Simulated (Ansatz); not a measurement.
**Dielectric response of AgBr (001) films**

How well do thin rocksalt AgBr (001) films screen a perpendicular field?

Calculated with Ansatz 0.2.0; plane-wave DFT, PBEsol, Ansatz PAW.

## (1) The structure

The cell holds 6 atoms: 3 Ag and 3 Br. Its edges and angles: a = 4.080 Å, b = 4.080 Å, c = 23.770 Å, α = 90.0°, β = 90.0°, γ = 90.0°. It derives from AgBr (rocksalt AgBr). Vacuum lies along c.

## (2) Relaxing the film, 6 atoms, units 3

The structure is relaxed first, because levels and dipoles at a surface follow the positions of the outer atoms.

Contents of input.yaml:

```yaml
crystal:
  lattice:
    - [4.08000613, 0.0, 0.0]
    - [0.0, 4.08000613, 0.0]
    - [0.0, 0.0, 23.77]
  atoms:
    - { symbol: Ag, position: [0.5, 0.5, 0.3786285233] }
    - { symbol: Br, position: [0.0, 0.0, 0.3786285233] }
    - { symbol: Ag, position: [0.0, 0.0, 0.5] }
    - { symbol: Br, position: [0.5, 0.5, 0.5] }
    - { symbol: Ag, position: [0.5, 0.5, 0.6213714767] }
    - { symbol: Br, position: [0.0, 0.0, 0.6213714767] }
kpoints:
  mp_grid: { grid: [6, 6, 1] }
hamiltonian:
  xc: pbesol
scf:
  occupations: { method: fixed }
  convergence: { dr2_threshold: 1.0e-09 }
efield:
  axis: 3
  dipole_correction: true
  ramp_position: 0.97
  ramp_width: 0.06
relax:
  f_tol: 0.003
  max_steps: 100
output:
  write_potential: true
  write_density: true
  volumetric_format: npy
```

On the command line:

```bash
$ ansatz run input.yaml --threads 4 --pin off --max-ram 8192MiB --backend cpu --events-out ev --progress --plain --runs-dir out
```

Numbers of over 12 decimals in the logs are rounded to 6 here.

The log of the run:

```text
Engine: ansatz 0.2.0, aarch64-unknown-linux-gnu
Pseudopotentials: kind: paw
Pseudopotential: Ag, paw, valence charge 19, recommended cutoff 420 eV (normal), Ag.paw.azcp
Pseudopotential: Br, paw, valence charge 7, recommended cutoff 420 eV (normal), Br.paw.azcp
Functional definition: PBEsol
  exchange = pbesol_x
  correlation = pbesol_c
Crystal: 6 atoms, lattice volume = 395.686 Å³
Basis set: ecut = 420 eV, 7751 PW (Γ), exchange–correlation on 60×60×320 points (8 copies of the dense FFT grid, shifted against one another)
Bands: 47, of which v1, the nominal top of the filled ones, is band 39 counted from 1 (38 counted from 0)
Symmetry: 8 space group operations
k-points: 10 of 36
Non-local potential: Ag, projectors of the file, l = 0: 3, l = 1: 2, l = 2: 2, l = 3: 1
Non-local potential: Br, projectors of the file, l = 0: 2, l = 1: 2, l = 2: 2
PAW form: soft (Blöchl's): semilocal exchange-correlation on the pseudo side does not see the compensation charge
PAW frozen core: Ag, regenerated for the run's functional, and the local potential with it (the file was generated under x = pbe(κ = 0.804, μ = 0.219515), c = pbe(β = 0.066725))
PAW frozen core: Br, regenerated for the run's functional, and the local potential with it (the file was generated under x = pbe(κ = 0.804, μ = 0.219515), c = pbe(β = 0.066725))
PAW one-centre angular grid: Ag, 590 points (default); XC on 64 Gauss nodes
PAW one-centre angular grid: Br, 110 points (default); XC on 64 Gauss nodes
Initial density: superposition of atomic densities (neutral atoms: chi_scale 0, normalization atom), corrected by the library's trained network
Initial wavefunctions: pseudopotential atomic-orbital guess
Functional: x = pbesol(κ = 0.804, μ = 0.123457), c = pbesol(β = 0.046)
SCF iter   1: F=—  HF=-30777.216808 eV  |F-HF|=—  |Δ(HF+E_count)|=         —  Δρ=2.96e-3  dr2=3.41e-2  ethr=1.77e-3  p=0.000 e·Å  D=2.98e-14 V/Å  ΔV_dip=-0.00 eV  dr2_dipole=4.04e-11  V_vac-E_F(+/−)=5.15/5.15 eV  ⟨swp⟩=5.8  Hψ=1667  notcnv=0  defer=56
efield: sawtooth ramp at fractional position 0.9700 (set: `efield.ramp_position`, or a place that a band, a saddle search or an elastic batch's reference lends), width 0.0600; the density the first Hamiltonian is built on has a dipole p = 0.000 e·Å; the dipole correction subtracts the counter field D = 2.98e-14 V/Å, which shifts the + side's vacuum level by -0.00 eV against the − side's; the planar-averaged density in the ramp window peaks in size at 8.0e-6 e/Å³
preconditioner: auto → Resta (q_TF=auto, 2.081 Å⁻¹)  ε∞=3.4  [insulator: Δε(μ)=0.555 eV  Ē_g=8.902 eV  n_scr=58 (ndim 8)  ℏωp=13.7 eV  f_vac=0.605  ε∞_Penn≈3.4  vacuum switching on, ρ_ref=5.7e-3 e/Å³]
SCF iter   2: F=—  HF=-30777.212206 eV  |F-HF|=—  |Δ(HF+E_count)|=   4.60e-3  Δρ=9.80e-4  dr2=4.56e-3  ethr=4.37e-5  p=-0.000 e·Å  D=-2.15e-6 V/Å  ΔV_dip=0.00 eV  dr2_dipole=4.64e-12  V_vac-E_F(+/−)=5.19/5.19 eV  ⟨swp⟩=3.2  Hψ=1113  notcnv=0  defer=60
density mixer auto → msr1: gapped (density of states about μ 0.16 of a free-electron gas's, 58 screened modes)
SCF iter   3: F=—  HF=-30777.211550 eV  |F-HF|=—  |Δ(HF+E_count)|=   6.56e-4  Δρ=4.07e-4  dr2=5.90e-4  ethr=5.84e-6  p=-0.000 e·Å  D=-1.76e-6 V/Å  ΔV_dip=0.00 eV  dr2_dipole=1.11e-10  V_vac-E_F(+/−)=5.16/5.16 eV  ⟨swp⟩=2.3  Hψ=740  notcnv=0  defer=60
SCF iter   4: F=—  HF=-30777.211614 eV  |F-HF|=—  |Δ(HF+E_count)|=   6.39e-5  Δρ=1.15e-4  dr2=4.03e-5  ethr=7.56e-7  p=0.000 e·Å  D=8.15e-7 V/Å  ΔV_dip=-0.00 eV  dr2_dipole=2.68e-11  V_vac-E_F(+/−)=5.15/5.15 eV  ⟨swp⟩=2.0  Hψ=683  notcnv=0  defer=60
SCF iter   5: F=—  HF=-30777.211630 eV  |F-HF|=—  |Δ(HF+E_count)|=   1.60e-5  Δρ=2.09e-5  dr2=2.33e-6  ethr=5.16e-8  p=-0.000 e·Å  D=-1.37e-6 V/Å  ΔV_dip=0.00 eV  dr2_dipole=8.50e-11  V_vac-E_F(+/−)=5.14/5.14 eV  ⟨swp⟩=2.0  Hψ=688  notcnv=0  defer=55
SCF iter   6: F=—  HF=-30777.211834 eV  |F-HF|=—  |Δ(HF+E_count)|=   2.04e-4  Δρ=8.36e-6  dr2=3.21e-7  ethr=2.99e-9  p=0.000 e·Å  D=1.73e-6 V/Å  ΔV_dip=-0.00 eV  dr2_dipole=1.68e-10  V_vac-E_F(+/−)=5.14/5.14 eV  ⟨swp⟩=2.0  Hψ=734  notcnv=0  defer=51
SCF iter   7: F=—  HF=-30777.211834 eV  |F-HF|=—  |Δ(HF+E_count)|=   5.13e-8  Δρ=2.30e-6  dr2=2.68e-8  ethr=4.11e-10  p=-0.000 e·Å  D=-1.13e-6 V/Å  ΔV_dip=0.00 eV  dr2_dipole=8.22e-11  V_vac-E_F(+/−)=5.14/5.14 eV  ⟨swp⟩=2.0  Hψ=695  notcnv=0  defer=51
SCF iter   8: F=—  HF=-30777.211834 eV  |F-HF|=—  |Δ(HF+E_count)|=   3.06e-9  Δρ=1.08e-6  dr2=4.72e-9  ethr=3.44e-11  p=0.000 e·Å  D=8.55e-7 V/Å  ΔV_dip=-0.00 eV  dr2_dipole=5.36e-11  V_vac-E_F(+/−)=5.14/5.14 eV  ⟨swp⟩=2.0  Hψ=819  notcnv=0  defer=51
SCF iter   9: F=-30777.211834 eV  HF=-30777.211834 eV  |F-HF|=4.73e-11  |Δ(HF+E_count)|=  1.46e-11  Δρ=3.07e-7  dr2=5.35e-10  ethr=1.28e-12  p=-0.000 e·Å  D=-1.89e-7 V/Å  ΔV_dip=0.00 eV  dr2_dipole=2.46e-12  V_vac-E_F(+/−)=5.14/5.14 eV  ⟨swp⟩=8.2  Hψ=2846  notcnv=0
SCF 1 converged in 9 iterations: F = -30777.211834 eV  dr2 = 5.35e-10
  greatest PAW one-centre occupation: 1.001 electrons in one spin orbital (limit 2), on the Ag atom at site 2 (counted from 0), in its partial waves of l = 0
relax step   1: F+E_penalty+E_count = -30777.21183370 eV  Δ(F+E_penalty+E_count) = +0.000e0 eV  max|allowed force component| = 3.127e-1 eV/Å  Δτ_max = 0.0000 Å  (9 SCF iters, accepted)
Initial density: handed on by an earlier stage of this run
Initial wavefunctions: those handed on with the density
iter 1 solved again at ethr=2.79e-5 eV; its pass at ethr=3.10e-3 eV (dr2=2.17e-2 eV) is discarded
SCF iter   1: F=—  HF=-30777.269541 eV  |F-HF|=—  |Δ(HF+E_count)|=         —  Δρ=1.41e-3  dr2=2.13e-2  ethr=2.79e-5  p=-0.000 e·Å  D=-1.89e-7 V/Å  ΔV_dip=0.00 eV  dr2_dipole=6.89e-12  V_vac-E_F(+/−)=5.17/5.17 eV  ⟨swp⟩=2.1  Hψ=1916  notcnv=0  defer=56
efield: sawtooth ramp at fractional position 0.9700 (set: `efield.ramp_position`, or a place that a band, a saddle search or an elastic batch's reference lends), width 0.0600; the density the first Hamiltonian is built on has a dipole p = -0.000 e·Å; the dipole correction subtracts the counter field D = -1.89e-7 V/Å, which shifts the + side's vacuum level by +0.00 eV against the − side's; the planar-averaged density in the ramp window peaks in size at 5.0e-7 e/Å³
preconditioner: auto → Resta (q_TF=auto, 2.081 Å⁻¹)  ε∞=3.3  [insulator: Δε(μ)=0.705 eV  Ē_g=9.018 eV  n_scr=58 (ndim 8)  ℏωp=13.7 eV  f_vac=0.613  ε∞_Penn≈3.3  vacuum switching on, ρ_ref=5.9e-3 e/Å³]
[...]
SCF iter   4: F=—  HF=-30777.266591 eV  |F-HF|=—  |Δ(HF+E_count)|=   2.18e-4  Δρ=9.31e-6  dr2=2.70e-7  ethr=8.47e-9  p=-0.000 e·Å  D=-3.84e-8 V/Å  ΔV_dip=0.00 eV  dr2_dipole=6.36e-15  V_vac-E_F(+/−)=5.40/5.40 eV  ⟨swp⟩=2.0  Hψ=710  notcnv=0  defer=53  κ⁻¹=2.0e-3(r=3)
SCF iter   5: F=—  HF=-30777.266592 eV  |F-HF|=—  |Δ(HF+E_count)|=   1.66e-7  Δρ=4.68e-6  dr2=5.71e-8  ethr=3.46e-10  p=-0.000 e·Å  D=-2.68e-8 V/Å  ΔV_dip=0.00 eV  dr2_dipole=2.07e-14  V_vac-E_F(+/−)=5.40/5.40 eV  ⟨swp⟩=2.0  Hψ=646  notcnv=0  defer=53  κ⁻¹=2.3e-4(r=4)
SCF iter   6: F=—  HF=-30777.266592 eV  |F-HF|=—  |Δ(HF+E_count)|=   6.23e-8  Δρ=8.20e-7  dr2=1.47e-9  ethr=7.32e-11  p=0.000 e·Å  D=1.14e-8 V/Å  ΔV_dip=-0.00 eV  dr2_dipole=3.34e-15  V_vac-E_F(+/−)=5.40/5.40 eV  ⟨swp⟩=2.0  Hψ=702  notcnv=0  defer=53  κ⁻¹=4.8e-6(r=5)
SCF iter   7: F=-30777.266592 eV  HF=-30777.266592 eV  |F-HF|=2.76e-10  |Δ(HF+E_count)|=   2.62e-9  Δρ=3.17e-7  dr2=2.80e-10  ethr=1.28e-12  p=-0.000 e·Å  D=-8.95e-10 V/Å  ΔV_dip=0.00 eV  dr2_dipole=4.66e-17  V_vac-E_F(+/−)=5.40/5.40 eV  ⟨swp⟩=8.0  Hψ=2701  notcnv=0
SCF 3 converged in 7 iterations: F = -30777.266592 eV  dr2 = 2.80e-10
relax step   3: F+E_penalty+E_count = -30777.26659167 eV  Δ(F+E_penalty+E_count) = -7.735e-4 eV  max|allowed force component| = 6.999e-3 eV/Å  Δτ_max = 0.0223 Å  (7 SCF iters, accepted)
SCF iter   1: F=—  HF=-30777.266461 eV  |F-HF|=—  |Δ(HF+E_count)|=         —  Δρ=6.52e-5  dr2=2.08e-5  ethr=2.89e-7  p=-0.000 e·Å  D=-8.95e-10 V/Å  ΔV_dip=0.00 eV  dr2_dipole=1.17e-14  V_vac-E_F(+/−)=5.40/5.40 eV  ⟨swp⟩=4.0  Hψ=1183  notcnv=0  defer=60
efield: sawtooth ramp at fractional position 0.9700 (set: `efield.ramp_position`, or a place that a band, a saddle search or an elastic batch's reference lends), width 0.0600; the density the first Hamiltonian is built on has a dipole p = -0.000 e·Å; the dipole correction subtracts the counter field D = -8.95e-10 V/Å, which shifts the + side's vacuum level by +0.00 eV against the − side's; the planar-averaged density in the ramp window peaks in size at 5.2e-7 e/Å³
preconditioner: auto → Resta (q_TF=auto, 2.081 Å⁻¹)  ε∞=3.3  [insulator: Δε(μ)=0.823 eV  Ē_g=9.045 eV  n_scr=58 (ndim 8)  ℏωp=13.7 eV  f_vac=0.613  ε∞_Penn≈3.3  vacuum switching on, ρ_ref=5.9e-3 e/Å³]
SCF iter   2: F=—  HF=-30777.266445 eV  |F-HF|=—  |Δ(HF+E_count)|=   1.57e-5  Δρ=3.18e-5  dr2=3.39e-6  ethr=2.67e-8  p=0.000 e·Å  D=1.53e-8 V/Å  ΔV_dip=-0.00 eV  dr2_dipole=3.37e-14  V_vac-E_F(+/−)=5.40/5.40 eV  ⟨swp⟩=1.6  Hψ=610  notcnv=0  defer=60  κ⁻¹=1.0e0(r=1)
density mixer auto → broyden: gapped, where msr1 would fit the directions that read negative (density of states about μ 0.16 of a free-electron gas's, 58 screened modes)
SCF iter   3: F=—  HF=-30777.266646 eV  |F-HF|=—  |Δ(HF+E_count)|=   2.01e-4  Δρ=8.94e-6  dr2=2.47e-7  ethr=4.35e-9  p=-0.000 e·Å  D=-2.50e-8 V/Å  ΔV_dip=0.00 eV  dr2_dipole=6.84e-15  V_vac-E_F(+/−)=5.40/5.40 eV  ⟨swp⟩=2.1  Hψ=652  notcnv=0  defer=43  κ⁻¹=3.3e-2(r=2)
SCF iter   4: F=—  HF=-30777.266646 eV  |F-HF|=—  |Δ(HF+E_count)|=   2.03e-8  Δρ=1.89e-6  dr2=1.31e-8  ethr=3.17e-10  p=-0.000 e·Å  D=-8.75e-9 V/Å  ΔV_dip=0.00 eV  dr2_dipole=3.77e-14  V_vac-E_F(+/−)=5.40/5.40 eV  ⟨swp⟩=2.1  Hψ=703  notcnv=0  defer=43  κ⁻¹=1.8e-3(r=3)
SCF iter   5: F=—  HF=-30777.266646 eV  |F-HF|=—  |Δ(HF+E_count)|=   7.00e-9  Δρ=8.94e-7  dr2=2.36e-9  ethr=1.68e-11  p=-0.000 e·Å  D=-4.40e-8 V/Å  ΔV_dip=0.00 eV  dr2_dipole=1.03e-13  V_vac-E_F(+/−)=5.40/5.40 eV  ⟨swp⟩=2.0  Hψ=675  notcnv=0  defer=43  κ⁻¹=2.3e-4(r=4)
SCF iter   6: F=-30777.266646 eV  HF=-30777.266646 eV  |F-HF|=2.36e-10  |Δ(HF+E_count)|=   2.26e-9  Δρ=1.61e-7  dr2=6.24e-11  ethr=1.28e-12  p=0.000 e·Å  D=2.91e-8 V/Å  ΔV_dip=-0.00 eV  dr2_dipole=3.73e-14  V_vac-E_F(+/−)=5.40/5.40 eV  ⟨swp⟩=8.1  Hψ=2770  notcnv=0
SCF 4 converged in 6 iterations: F = -30777.266646 eV  dr2 = 6.24e-11
relax step   4: F+E_penalty+E_count = -30777.26664611 eV  Δ(F+E_penalty+E_count) = -5.444e-5 eV  max|allowed force component| = 1.088e-4 eV/Å  Δτ_max = 0.0045 Å  (6 SCF iters, accepted)
NSCF: frozen V_eff on 10 k-points
the band table was solved once a step of the walk had ended and its energy, with any forces and stress, was formed, with the checks that follow a solve (2728 applications of the Hamiltonian). They found nothing against the state; the energy, forces and stress were not computed again (output.eigenvalues in the input reference)
WARN: The output density's exchange-correlation potential varies sharply where the density is thin. Do not read a vacuum level from v_tot or v_xc, or from such a field of the output density. On a cell that repeats whose density bears no net charge and no dipole along the vacuum's axis use v_es (v_loc + v_h of the components); under efield.dipole_correction with no amplitude use v_es + v_field, which holds any externa [...]
SCF converged after 6 iterations
Stability not checked: this state was not tested for a lower state beside it, because the mixer in use, unlike msr1, does not test its closes by its own steps (another_mixer; see scf.mixing.algorithm and scf.lower_state_search)
Free energy (F): -30777.266646 eV
Harris-Foulkes:  -30777.266646 eV  (|F-HF|=2.36e-10)
Internal energy: -30777.266646 eV  (E = F + TS)
E sigma→0 (E₀):  -30777.266646 eV
Fermi energy:    -0.584519 eV
Dipole field:    D = -0.000000 V/Å  (p = -0.000000 e·Å, saw-weighted, corrected)
Work function:   Φ+ = 5.3980 eV   Φ− = 5.3980 eV
Levels:          The Fermi level and band energies are counted from a zero that moves with the ramp; work functions are not
--- Per-component energies (eV) ---
  E_band       = -1764.282764
  E_kinetic    = 1981.481617
  E_local      = -68153.496283  (includes V_loc(G=0)·N_el)
  E_nonlocal   = 470.265730
  E_hartree    = 33112.968154
  E_xc         = -1327.374725
  E_vxc        = -1003.759639  (∫ρ·V_xc dr)
  E_paw        = -18122.928296  (= ΣΔE_a)
  E_vpaw       = -1284.711248  (= ΣTr[D̂ρ^β])
  E_aug_tail   = 0.000876  (compensation charges beyond the density's cutoff)
  E_efield     = 0.000000  (sawtooth field / dipole correction)
  E_vefield    = 0.000000  (∫n·V_field dr)
  E_ewald      = 21260.571254
  E_core_change = 1.245028  (= ΣΔE_core)
  E_smearing   = -0.000000  (= −TS)
  E_closure    = -0.000000  (closes the sum)
  Σ components = -30777.266646   (vs F -30777.266646, Δ=0.00e0)
--- Forces (eV/Å), atoms counted from 1 ---
  atom   1  Ag    -0.00000000     0.00000000     0.00010858
  atom   2  Br     0.00000000     0.00000000     0.00006119
  atom   3  Ag    -0.00000000     0.00000000    -0.00000024
  atom   4  Br     0.00000000     0.00000000     0.00000039
  atom   5  Ag     0.00000000     0.00000000    -0.00010878
  atom   6  Br     0.00000000     0.00000000    -0.00006110
  max |Σ_I F_I| component: 3.41e-8 eV/Å
--- Band table (eV; the first three rows and the last of 10) ---
  k-point 0: bands = [... 35 lower, -2.2679, -2.2679, -2.1404, -2.0401, 0.2383, 1.3614, 1.7405, 4.3799, ... 4 higher]
  k-point 1: bands = [... 35 lower, -1.8904, -1.7189, -1.5756, -1.5041, 1.1254, 1.8324, 2.2611, 4.4617, ... 4 higher]
  k-point 2: bands = [... 35 lower, -1.1841, -1.1396, -1.0145, -0.8957, 2.6850, 2.8000, 3.2319, 4.3804, ... 4 higher]
  k-point 9: bands = [... 35 lower, -2.7182, -2.7182, -2.2913, -2.0136, 0.9557, 1.9154, 2.1524, 6.3148, ... 4 higher]
--- Relaxed structure (4 steps of the walk, 4 accepted, 0 SCFs on fresh bases) ---
  F+E_penalty+E_count = -30777.26664611 eV   max|allowed force component| = 1.088e-4 eV/Å
  atoms:
    - { symbol: Ag, position: [0.5, 0.5, 0.385498] }
    - { symbol: Br, position: [0, 0.0, 0.380086] }
    - { symbol: Ag, position: [0, 0.0, 0.500000] }
    - { symbol: Br, position: [0.5, 0.5, 0.500000] }
    - { symbol: Ag, position: [0.5, 0.5, 0.614502] }
    - { symbol: Br, position: [0, 0.0, 0.619914] }
```

Run time: 15 s. Hardware: 4 threads of Arm Neoverse V1, shared host; peak memory 0.76 GiB; 57 s of CPU time.

Step by step:

```
step  energy less that of the first step (eV)  largest force component (eV/Å)
   1                                   0.0000                          0.3127
   2                                  -0.0540                          0.0277
   3                                  -0.0548                          0.0070
   4                                  -0.0548                          0.0001
```

The run keeps the 8 symmetry operations that it works with, so distortions that break them were not tested.

The atoms that moved most (Å):

```
atom     dx     dy      dz  length
 Ag5  0.000  0.000  -0.163   0.163
 Ag1  0.000  0.000   0.163   0.163
 Br2  0.000  0.000   0.035   0.035
 Br6  0.000  0.000  -0.035   0.035
```

The relaxed structure:

```xyz
6
Lattice="4.0800 0.0000 0.0000 0.0000 4.0800 0.0000 0.0000 0.0000 23.7700" Properties=species:S:1:pos:R:3
Ag    2.0400    2.0400    9.1633
Br    0.0000    0.0000    9.0346
Ag    0.0000    0.0000   11.8850
Br    2.0400    2.0400   11.8850
Ag    2.0400    2.0400   14.6067
Br    0.0000    0.0000   14.7354
```

Numbers from this step:

```
gap on the k-mesh             : 0.8229 eV
dipole along the normal       : -3.40e-7 e·Å
ionisation energy, upper face : 5.398 eV
electron affinity, upper face : 4.575 eV
```

Running mean over 2.885 Å of the planar mean; the ramp of the sawtooth is left out. Electron's electrostatic potential energy less the highest filled level against z:

```
z (Å)  electron's electrostatic potential energy less the highest filled level (eV)
    3                                                                          5.40
    4                                                                          5.40
    5                                                                          5.40
    6                                                                          5.35
    7                                                                          4.44
    8                                                                        -0.762
    9                                                                         -2.76
   10                                                                         -3.17
   11                                                                         -3.16
   12                                                                         -2.86
   13                                                                         -3.27
   14                                                                         -3.03
   15                                                                         -2.66
   16                                                                         0.500
   17                                                                          4.93
   18                                                                          5.38
   19                                                                          5.40
   20                                                                          5.40
```

The relaxation took 4 steps and lowered the energy by 0.055 eV; the largest force on the free atoms ends at 1.1e-4 eV/Å.

The gap is 0.82 eV, with the valence edge 5.40 eV and the conduction edge 4.58 eV under the upper vacuum level.

[end of part 1 of 5]

[Logs are printed without paths, hosts, clocks, repeated set-up lines and the standing remarks that a program may print on its own settings, such as how far it seeks lower states.]

[Hosts, paths, dates, database ids (printed as entryN), source tags and the programs' standing remarks are cut or masked in the printed files.]

[Maps of the electrostatic potential energy from Ansatz leave out the sawtooth potential of an applied field or a dipole correction, so their vacuum need not be flat; planar profiles and work functions include it.]
